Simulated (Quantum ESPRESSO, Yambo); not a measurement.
# A GW chain in Yambo: SiC (P6_3mc), part 2 of 3

Aim: the G0W0 gap of SiC (P6_3mc) on PBE, step by step.

Quantum ESPRESSO 7.5 and Yambo 5.3.0; PBE and many-body steps on it, plane waves. Known limits of the many-body steps: not at the basis limit; coarse k mesh.

So far. Step 2 (Ground state): The gap is indirect, with the least direct gap 1.10 eV higher.

## (3) Bands along the symmetry lines

Level of this step: DFT, PBE, plane waves, norm-conserving pseudopotentials (Quantum ESPRESSO).

The cheap functional maps the bands first; the places of the edges decide which points the dearer methods must see.

File pw.in:

```
&control
  calculation = 'bands'
  prefix = 'x'
  outdir = 'o'
  pseudo_dir = 'pseudo'
/
&system
  ibrav = 0
  nat = 12
  ntyp = 2
  ecutwfc = 74.0
  nbnd = 30
  force_symmorphic = .true.
/
&electrons
  conv_thr = 1e-9
  electron_maxstep = 80
  diago_full_acc = .true.
  diago_thr_init = 5e-6
/
ATOMIC_SPECIES
  Si 28.085 Si.upf
  C 12.011 C.upf
CELL_PARAMETERS angstrom
  3.0766210102 -0.0000000000 0.0000000000
  -1.5383105051 2.6644319527 0.0000000000
  0.0000000000 0.0000000000 15.0980843200
ATOMIC_POSITIONS crystal
  Si 0.3333333333 0.6666666667 0.8329861500
  Si 0.6666666667 0.3333333333 0.3329861500
  Si 0.6666666667 0.3333333333 0.6665006000
  Si 0.3333333333 0.6666666667 0.1665006000
  Si 0.0000000000 0.0000000000 0.4997294200
  Si 0.0000000000 0.0000000000 0.9997294200
  C 0.0000000000 0.0000000000 0.8743664100
  C 0.0000000000 0.0000000000 0.3743664100
  C 0.3333333333 0.6666666667 0.7079967800
  C 0.6666666667 0.3333333333 0.2079967800
  C 0.6666666667 0.3333333333 0.5415216400
  C 0.3333333333 0.6666666667 0.0415216400
K_POINTS crystal
  75
  0.00000000 0.00000000 0.00000000 1
  0.06250000 0.00000000 0.00000000 1
  0.12500000 0.00000000 0.00000000 1
  0.18750000 0.00000000 0.00000000 1
  0.25000000 0.00000000 0.00000000 1
  0.31250000 0.00000000 0.00000000 1
  0.37500000 0.00000000 0.00000000 1
  0.43750000 0.00000000 0.00000000 1
  0.50000000 0.00000000 0.00000000 1
  0.47916667 0.04166667 0.00000000 1
  0.45833333 0.08333333 0.00000000 1
  0.43750000 0.12500000 0.00000000 1
  0.41666666 0.16666666 0.00000000 1
  0.39583333 0.20833333 0.00000000 1
  0.37500000 0.25000000 0.00000000 1
  0.35416666 0.29166666 0.00000000 1
  0.33333333 0.33333333 0.00000000 1
  0.29166666 0.29166666 0.00000000 1
  0.25000000 0.25000000 0.00000000 1
  0.20833333 0.20833333 0.00000000 1
  0.16666666 0.16666666 0.00000000 1
  0.12500000 0.12500000 0.00000000 1
  0.08333333 0.08333333 0.00000000 1
  0.04166667 0.04166667 0.00000000 1
  0.00000000 0.00000000 0.00000000 1
  0.00000000 0.00000000 0.06250000 1
  0.00000000 0.00000000 0.12500000 1
  0.00000000 0.00000000 0.18750000 1
  0.00000000 0.00000000 0.25000000 1
  0.00000000 0.00000000 0.31250000 1
  0.00000000 0.00000000 0.37500000 1
  0.00000000 0.00000000 0.43750000 1
  0.00000000 0.00000000 0.50000000 1
  0.06250000 0.00000000 0.50000000 1
  0.12500000 0.00000000 0.50000000 1
  0.18750000 0.00000000 0.50000000 1
  0.25000000 0.00000000 0.50000000 1
  0.31250000 0.00000000 0.50000000 1
  0.37500000 0.00000000 0.50000000 1
  0.43750000 0.00000000 0.50000000 1
  0.50000000 0.00000000 0.50000000 1
  0.47916667 0.04166667 0.50000000 1
  0.45833333 0.08333333 0.50000000 1
  0.43750000 0.12500000 0.50000000 1
  0.41666666 0.16666666 0.50000000 1
  0.39583333 0.20833333 0.50000000 1
  0.37500000 0.25000000 0.50000000 1
  0.35416666 0.29166666 0.50000000 1
  0.33333333 0.33333333 0.50000000 1
  0.29166666 0.29166666 0.50000000 1
  0.25000000 0.25000000 0.50000000 1
  0.20833333 0.20833333 0.50000000 1
  0.16666666 0.16666666 0.50000000 1
  0.12500000 0.12500000 0.50000000 1
  0.08333333 0.08333333 0.50000000 1
  0.04166667 0.04166667 0.50000000 1
  0.00000000 0.00000000 0.50000000 1
  0.50000000 0.00000000 0.50000000 1
  0.50000000 0.00000000 0.43750000 1
  0.50000000 0.00000000 0.37500000 1
  0.50000000 0.00000000 0.31250000 1
  0.50000000 0.00000000 0.25000000 1
  0.50000000 0.00000000 0.18750000 1
  0.50000000 0.00000000 0.12500000 1
  0.50000000 0.00000000 0.06250000 1
  0.50000000 0.00000000 0.00000000 1
  0.33333333 0.33333333 0.50000000 1
  0.33333333 0.33333333 0.43750000 1
  0.33333333 0.33333333 0.37500000 1
  0.33333333 0.33333333 0.31250000 1
  0.33333333 0.33333333 0.25000000 1
  0.33333333 0.33333333 0.18750000 1
  0.33333333 0.33333333 0.12500000 1
  0.33333333 0.33333333 0.06250000 1
  0.33333333 0.33333333 0.00000000 1
```

Launch:

```console
> OMP_NUM_THREADS=1 mpirun -n 4 pw.x -nk 4 -in pw.in > pw.out
```

What it wrote:

```text
[banner, memory and clock lines left out]
Program PWSCF v.7.5 starts

     Atomic positions and unit cell read from directory:
     o/x.save/

     Message from routine setup:
     using ibrav=0 with symmetry is DISCOURAGED, use correct ibrav instead

     G-vector sticks info

     bravais-lattice index     =            0
     lattice parameter (alat)  =       5.8140  a.u.
     unit-cell volume          =     835.2127 (a.u.)^3
     number of atoms/cell      =           12
     number of atomic types    =            2
     number of electrons       =        48.00
     number of Kohn-Sham states=           30
     kinetic-energy cutoff     =      74.0000  Ry
     charge density cutoff     =     296.0000  Ry
     Exchange-correlation= PBE
                           (   1   4   3   4   0   0   0)

     celldm(1)=   5.813971  celldm(2)=   0.000000  celldm(3)=   0.000000
     celldm(4)=   0.000000  celldm(5)=   0.000000  celldm(6)=   0.000000

     crystal axes: (cart. coord. in units of alat)
               a(1) = (   1.000000  -0.000000   0.000000 )
               a(2) = (  -0.500000   0.866025   0.000000 )
               a(3) = (   0.000000   0.000000   4.907359 )

     reciprocal axes: (cart. coord. in units 2 pi/alat)
               b(1) = (  1.000000  0.577350 -0.000000 )
               b(2) = (  0.000000  1.154701 -0.000000 )
               b(3) = ( -0.000000 -0.000000  0.203776 )
     Pseudo is Norm-conserving + core correction, Zval =  4.0
     Generated using ONCVPSP code by D. R. Hamann
     Using radial grid of 1510 points,  6 beta functions with:
     Pseudo is Norm-conserving + core correction, Zval =  4.0
     Generated using ONCVPSP code by D. R. Hamann
     Using radial grid of 1248 points,  4 beta functions with:
     Si                4.00    28.08500     Si( 1.00)
     C                 4.00    12.01100     C ( 1.00)

      6 Sym. Ops. (no inversion) found

   Cartesian axes

     site n.     atom                  positions (alat units)
         1        Si     tau(   1) = (  -0.0000000   0.5773503   4.0877622  )
         2        Si     tau(   2) = (   0.5000000   0.2886751   1.6340826  )
         3        Si     tau(   3) = (   0.5000000   0.2886751   3.2707578  )
         4        Si     tau(   4) = (  -0.0000000   0.5773503   0.8170782  )
         5        Si     tau(   5) = (   0.0000000   0.0000000   2.4523518  )
         6        Si     tau(   6) = (   0.0000000   0.0000000   4.9060313  )
         7        C      tau(   7) = (   0.0000000   0.0000000   4.2908300  )
         8        C      tau(   8) = (   0.0000000   0.0000000   1.8371504  )
         9        C      tau(   9) = (  -0.0000000   0.5773503   3.4743945  )
        10        C      tau(  10) = (   0.5000000   0.2886751   1.0207149  )
        11        C      tau(  11) = (   0.5000000   0.2886751   2.6574412  )
        12        C      tau(  12) = (  -0.0000000   0.5773503   0.2037616  )

     number of k points=    75
                       cart. coord. in units 2pi/alat
        k(    1) = (   0.0000000   0.0000000   0.0000000), wk =   0.0266667
        k(    2) = (   0.0625000   0.0360844   0.0000000), wk =   0.0266667
        k(    3) = (   0.1250000   0.0721688   0.0000000), wk =   0.0266667
[...]
[... 63 further rows ...]
        k(   74) = (   0.3333333   0.5773503   0.0127360), wk =   0.0266667
        k(   75) = (   0.3333333   0.5773503   0.0000000), wk =   0.0266667

     Dense  grid:    71833 G-vectors     FFT dimensions: (  32,  32, 160)

     The potential is recalculated from file :
     o/x.save/charge-density

     Starting wfcs are   48 randomized atomic wfcs

     Band Structure Calculation

     End of band structure calculation

          k = 0.0000 0.0000 0.0000 (  8941 PWs)   bands (ev):

    -5.9044  -5.3824  -5.3456  -3.8489  -3.8192  -2.3274   0.9710   3.3230
     3.3625   7.1497   7.1775   8.4354   8.4354   8.6224   8.6224   8.7319
     8.7319   9.2006   9.2006   9.2818   9.2818   9.5475   9.5842   9.5842
    14.7869  14.9569  15.3681  15.8793  15.9144  16.2796

          k = 0.0625 0.0361 0.0000 (  8891 PWs)   bands (ev):

[...]
15.0145  15.1903  15.5170  16.0004  16.0489  16.2753

          k = 0.1250 0.0722 0.0000 (  8906 PWs)   bands (ev):

[...]
14.8469  15.1829  15.2529  15.8733  16.1124  16.2845

[...]
k = 0.3333 0.5774 0.0127 (  9057 PWs)   bands (ev):

[...]
13.0808  13.0808  13.3737  14.6515  15.7441  15.7441

          k = 0.3333 0.5774 0.0000 (  9054 PWs)   bands (ev):

[...]
2.1329   2.4641   2.7966   2.7966   3.5555   3.5556   3.8955   4.8062
     5.0085   5.0085   6.2131   6.2131   6.4202   7.3633   7.5070   7.5070
    13.0746  13.0746  13.3633  14.6688  15.8028  15.8028

     XML data file, pseudopotentials, collected wavefunctions
```

The job ended after 42 s (4 MPI ranks of Arm Neoverse V1, shared host; peak memory 0.41 GiB; 2.8 min of CPU time).

This step gave:

```yaml
gap: 2.022 eV
k_of_the_valence_top: 0, 0, 0
k_of_the_conduction_bottom: 0.5, 0, 0.1875
least_direct_gap: 3.130 eV
```

The gap is 2.022 eV, −0.004 eV from the run before at this level.

Electronic bands along the path, in eV, zero at the top of the highest filled band:

| point | band 21 | band 22 | band 23 | band 24 | band 25 | band 26 | band 27 | band 28 |
| --- | --- | --- | --- | --- | --- | --- | --- | --- |
| Γ | -0.30 | -0.04 | 0.00 | 0.00 | 5.20 | 5.37 | 5.78 | 6.30 |
| halfway | -1.15 | -1.12 | -0.71 | -0.53 | 3.68 | 3.91 | 4.39 | 5.02 |
| M | -1.82 | -1.79 | -1.67 | -1.10 | 2.03 | 2.22 | 3.22 | 3.90 |
| halfway | -2.44 | -2.23 | -2.01 | -1.77 | 2.85 | 3.53 | 4.51 | 4.95 |
| K | -3.16 | -2.22 | -2.08 | -2.08 | 3.49 | 3.49 | 3.78 | 5.08 |
| halfway | -1.79 | -1.74 | -1.30 | -0.72 | 4.82 | 4.88 | 4.98 | 5.07 |
| Γ | -0.30 | -0.04 | 0.00 | 0.00 | 5.20 | 5.37 | 5.78 | 6.29 |
| halfway | -0.20 | -0.20 | -0.02 | -0.02 | 5.22 | 5.34 | 5.86 | 6.20 |
| A | -0.10 | -0.10 | -0.10 | -0.10 | 5.27 | 5.27 | 6.02 | 6.02 |
| halfway | -1.00 | -1.00 | -0.71 | -0.71 | 3.79 | 3.79 | 4.74 | 4.74 |
| L | -1.72 | -1.72 | -1.31 | -1.31 | 2.07 | 2.07 | 3.44 | 3.44 |
| halfway | -2.67 | -2.67 | -1.67 | -1.67 | 3.22 | 3.22 | 4.49 | 4.49 |
| H | -2.64 | -2.64 | -2.27 | -2.27 | 3.68 | 3.68 | 4.35 | 4.35 |
| halfway | -1.96 | -1.96 | -0.85 | -0.85 | 4.75 | 4.75 | 5.14 | 5.14 |
| A | -0.10 | -0.10 | -0.10 | -0.10 | 5.27 | 5.27 | 6.02 | 6.02 |
| jump to L | -1.72 | -1.72 | -1.31 | -1.31 | 2.07 | 2.07 | 3.44 | 3.44 |
| halfway | -2.00 | -1.64 | -1.54 | -1.16 | 2.02 | 2.17 | 3.29 | 3.68 |
| M | -1.82 | -1.79 | -1.67 | -1.10 | 2.03 | 2.22 | 3.22 | 3.90 |
| jump to H | -2.64 | -2.64 | -2.27 | -2.27 | 3.68 | 3.68 | 4.35 | 4.35 |
| halfway | -2.99 | -2.34 | -2.16 | -2.16 | 3.58 | 3.58 | 3.94 | 4.84 |
| K | -3.16 | -2.22 | -2.08 | -2.08 | 3.49 | 3.49 | 3.78 | 5.08 |

## (4) Empty states on the mesh, 6×6×1 mesh, 154 bands

The sums over transitions need many empty states on a uniform mesh; this step solves for them.

File pw.in:

```
&control
  calculation = 'nscf'
  prefix = 'x'
  outdir = 'o'
  pseudo_dir = 'pseudo'
/
&system
  ibrav = 0
  nat = 12
  ntyp = 2
  ecutwfc = 74.0
  nbnd = 154
  force_symmorphic = .true.
/
&electrons
  conv_thr = 1e-9
  electron_maxstep = 80
  diago_full_acc = .true.
  diago_thr_init = 5e-6
/
ATOMIC_SPECIES
  Si 28.085 Si.upf
  C 12.011 C.upf
CELL_PARAMETERS angstrom
  3.0766210102 -0.0000000000 0.0000000000
  -1.5383105051 2.6644319527 0.0000000000
  0.0000000000 0.0000000000 15.0980843200
ATOMIC_POSITIONS crystal
  Si 0.3333333333 0.6666666667 0.8329861500
  Si 0.6666666667 0.3333333333 0.3329861500
  Si 0.6666666667 0.3333333333 0.6665006000
  Si 0.3333333333 0.6666666667 0.1665006000
  Si 0.0000000000 0.0000000000 0.4997294200
  Si 0.0000000000 0.0000000000 0.9997294200
  C 0.0000000000 0.0000000000 0.8743664100
  C 0.0000000000 0.0000000000 0.3743664100
  C 0.3333333333 0.6666666667 0.7079967800
  C 0.6666666667 0.3333333333 0.2079967800
  C 0.6666666667 0.3333333333 0.5415216400
  C 0.3333333333 0.6666666667 0.0415216400
K_POINTS automatic
  6 6 1 0 0 0
```

What it wrote:

```text
[banner, memory and clock lines left out]
Program PWSCF v.7.5 starts

     Atomic positions and unit cell read from directory:
     o/x.save/

     Message from routine setup:
     using ibrav=0 with symmetry is DISCOURAGED, use correct ibrav instead

     G-vector sticks info

     bravais-lattice index     =            0
     lattice parameter (alat)  =       5.8140  a.u.
     unit-cell volume          =     835.2127 (a.u.)^3
     number of atoms/cell      =           12
     number of atomic types    =            2
     number of electrons       =        48.00
     number of Kohn-Sham states=          154
     kinetic-energy cutoff     =      74.0000  Ry
     charge density cutoff     =     296.0000  Ry
     Exchange-correlation= PBE
                           (   1   4   3   4   0   0   0)

     celldm(1)=   5.813971  celldm(2)=   0.000000  celldm(3)=   0.000000
     celldm(4)=   0.000000  celldm(5)=   0.000000  celldm(6)=   0.000000

     crystal axes: (cart. coord. in units of alat)
               a(1) = (   1.000000  -0.000000   0.000000 )
               a(2) = (  -0.500000   0.866025   0.000000 )
               a(3) = (   0.000000   0.000000   4.907359 )

     reciprocal axes: (cart. coord. in units 2 pi/alat)
               b(1) = (  1.000000  0.577350 -0.000000 )
               b(2) = (  0.000000  1.154701 -0.000000 )
               b(3) = ( -0.000000 -0.000000  0.203776 )
     Pseudo is Norm-conserving + core correction, Zval =  4.0
     Generated using ONCVPSP code by D. R. Hamann
     Using radial grid of 1510 points,  6 beta functions with:
     Pseudo is Norm-conserving + core correction, Zval =  4.0
     Generated using ONCVPSP code by D. R. Hamann
     Using radial grid of 1248 points,  4 beta functions with:
     Si                4.00    28.08500     Si( 1.00)
     C                 4.00    12.01100     C ( 1.00)

      6 Sym. Ops. (no inversion) found

   Cartesian axes

     site n.     atom                  positions (alat units)
         1        Si     tau(   1) = (  -0.0000000   0.5773503   4.0877622  )
         2        Si     tau(   2) = (   0.5000000   0.2886751   1.6340826  )
         3        Si     tau(   3) = (   0.5000000   0.2886751   3.2707578  )
         4        Si     tau(   4) = (  -0.0000000   0.5773503   0.8170782  )
         5        Si     tau(   5) = (   0.0000000   0.0000000   2.4523518  )
         6        Si     tau(   6) = (   0.0000000   0.0000000   4.9060313  )
         7        C      tau(   7) = (   0.0000000   0.0000000   4.2908300  )
         8        C      tau(   8) = (   0.0000000   0.0000000   1.8371504  )
         9        C      tau(   9) = (  -0.0000000   0.5773503   3.4743945  )
        10        C      tau(  10) = (   0.5000000   0.2886751   1.0207149  )
        11        C      tau(  11) = (   0.5000000   0.2886751   2.6574412  )
        12        C      tau(  12) = (  -0.0000000   0.5773503   0.2037616  )

     number of k points=     7
                       cart. coord. in units 2pi/alat
        k(    1) = (   0.0000000   0.0000000   0.0000000), wk =   0.0555556
        k(    2) = (   0.0000000   0.1924501   0.0000000), wk =   0.3333333
        k(    3) = (   0.0000000   0.3849002   0.0000000), wk =   0.3333333
        k(    4) = (   0.0000000  -0.5773503   0.0000000), wk =   0.1666667
        k(    5) = (   0.1666667   0.2886751   0.0000000), wk =   0.3333333
        k(    6) = (   0.1666667   0.4811252   0.0000000), wk =   0.6666667
        k(    7) = (   0.3333333   0.5773503   0.0000000), wk =   0.1111111

     Dense  grid:    71833 G-vectors     FFT dimensions: (  32,  32, 160)

     The potential is recalculated from file :
     o/x.save/charge-density

     Starting wfcs are   48 randomized atomic wfcs +  106 random wfcs

     Band Structure Calculation

     End of band structure calculation

          k = 0.0000 0.0000 0.0000 (  8941 PWs)   bands (ev):

    -5.9044  -5.3824  -5.3456  -3.8489  -3.8192  -2.3274   0.9710   3.3230
     3.3625   7.1497   7.1775   8.4354   8.4354   8.6224   8.6224   8.7319
     8.7319   9.2006   9.2006   9.2818   9.2818   9.5475   9.5842   9.5842
[...]
[... 8 further rows ...]
[...]
59.5269  60.6989

          k = 0.0000 0.1925 0.0000 (  8928 PWs)   bands (ev):

[...]
[... 8 further rows ...]
[...]
60.2832  60.6988

          k = 0.0000 0.3849 0.0000 (  8976 PWs)   bands (ev):

[...]
32.3197  32.3797  33.0699  33.2579  33.4779  33.7163  33.7714  34.1070
     [... 8 further rows ...]
    55.4547  55.6141  55.7194  56.5210  56.6232  56.6809  56.8326  57.6969
    57.9239  58.6597

          k = 0.0000-0.5774 0.0000 (  9006 PWs)   bands (ev):

     [... further k-points ...]

     highest occupied, lowest unoccupied level (ev):     9.5842   11.6109

     XML data file, pseudopotentials, collected wavefunctions
```

It took 32 s on 4 MPI ranks; peak memory 0.76 GiB.

This step gave:

| Property | Result |
| --- | --- |
| gap | 2.027 eV |
| k of the valence top | 0, 0, 0 |
| k of the conduction bottom | 0, -0.5, 0 |
| least direct gap | 3.130 eV |
| k points computed | 7 |
| lowest point of the top converged band, above the valence top | 46.07 eV |

On this mesh the gap is 2.027 eV.

(Part 2 of 3 ends here.)

[Paths, hosts, dates, memory and timing lines, banners, echoed tables and standing remarks are left out of the program output.]

[Logs are printed without paths, hosts, clocks, repeated set-up lines and the standing remarks that a program may print on its own settings, such as how far it seeks lower states.]

[Runs of the session that timed out or met a known fault of the program may be left out.]

[Hosts, paths, dates, database ids (printed as entryN), source tags and the programs' standing remarks are cut or masked in the printed files.]
